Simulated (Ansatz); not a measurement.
A run of Ansatz 0.2.0 is set up as follows.

input.yaml

```yaml
crystal:
  lattice:
    - [0.0, 3.4390000555, 3.4390000555]
    - [3.4390000555, 0.0, 3.4390000555]
    - [3.4390000555, 3.4390000555, 0.0]
  atoms:
    - { symbol: Pb, position: [0.25, 0.25, 0.25] }
    - { symbol: Pb, position: [0.0, 0.0, 0.0] }
kpoints:
  mp_grid: { grid: [7, 7, 7] }
  band_path:
    path:
      - [0.0, 0.0, 0.0]
      - [0.5, 0.0, 0.5]
      - [0.5, 0.25, 0.75]
      - [0.375, 0.375, 0.75]
      - [0.0, 0.0, 0.0]
      - [0.5, 0.5, 0.5]
      - [0.625, 0.25, 0.625]
      - [0.5, 0.25, 0.75]
    npoints: 6
scf:
  occupations: { method: fermi_dirac, width: 0.05 }
hamiltonian:
  xc: pbesol
  pseudopotentials:
    kind: all_electron
    lapw: { basis_error: 0.001 }
    dirac_shells: { Pb: ["4p", "4d"] }
output:
  forces: true
  stress: true
  eigenvalues: true
```

Potentials or basis: all-electron LAPW, inner shells corrected to Dirac's equation.

Run with:

```console
$ ansatz run input.yaml --threads 1 --pin off --max-ram 3072MiB --backend cpu --events-out ev --progress --plain --runs-dir out
```

(1) Predict the pressure.

(2) Predict the band gap along the path.

Results:

(1) 0.5 GPa.

(2) none (metal or under the smearing width).

Caveat: spin-orbit coupling is left out, which moves the levels of the heavy elements.
